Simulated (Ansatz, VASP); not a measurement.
# SnTe: VASP beside Ansatz

File INCAR:

```
SYSTEM = SnTe
PREC = Accurate
ENCUT = 520
EDIFF = 1E-7
ISMEAR = -1
SIGMA = 0.05
LREAL = .False.
LASPH = .True.
NELM = 80
ALGO = Normal
ISIF = 2
LWAVE = .False.
LCHARG = .False.
GGA = PE
NBANDS = 17
```

Contents of KPOINTS:

```
Automatic mesh
0
Gamma
  7 7 7
  0 0 0
```

Contents of POSCAR:

```
SnTe
1.0
    0.0000000000      3.0865288906      3.0865288906
    3.0865288906      0.0000000000      3.0865288906
    3.0865288906      3.0865288906      0.0000000000
Te Sn
1 1
Direct
    0.5000000000      0.5000000000      0.5000000000
    0.0000000000      0.0000000000      0.0000000000
```

The input input.yaml:

```yaml
crystal:
  lattice:
    - [0.0, 3.0865288906, 3.0865288906]
    - [3.0865288906, 0.0, 3.0865288906]
    - [3.0865288906, 3.0865288906, 0.0]
  atoms:
    - { symbol: Te, position: [0.5, 0.5, 0.5] }
    - { symbol: Sn, position: [0.0, 0.0, 0.0] }
hamiltonian:
  xc: pbe
  pseudopotentials: { kind: paw }
kpoints:
  mp_grid: { grid: [7, 7, 7] }
scf:
  occupations: { method: fermi_dirac, width: 0.05 }
output:
  forces: true
  stress: true
  eigenvalues: true
  write_density: true
  write_potential: true
  elf: true
  volumetric_format: npy
```

Change from the starting cell: volume scaled by 0.94.

Alike in both runs: task single point; functional PBE; k mesh 7 × 7 × 7; occupations fermi-dirac, width 0.05 eV; no spin polarisation.

```csv
,VASP,Ansatz
version,VASP 6.6.1,Ansatz 0.2.0
potentials or method,"VASP PAW PBE potentials, release 64 (Te, Sn_d)",Ansatz PAW
plane-wave cutoff (eV),520,420
valence electrons in the cell,20,30
```

Ansatz gave:

| Property | Result |
| --- | --- |
| gap on the k mesh at the Fermi level (eV) | 0.60 |
| least direct gap on the mesh (eV) | 0.60 |
| pressure (GPa) | 5.7 |

**Question.** Estimate VASP's values.

**Answer.** gap on the k mesh at the Fermi level (eV): 0.59; least direct gap on the mesh (eV): 0.59; pressure (GPa): 5.7.

The two sets of potentials don't hold the same shells in valence.

The runs have no spin-orbit coupling, so splittings on Te are missing.
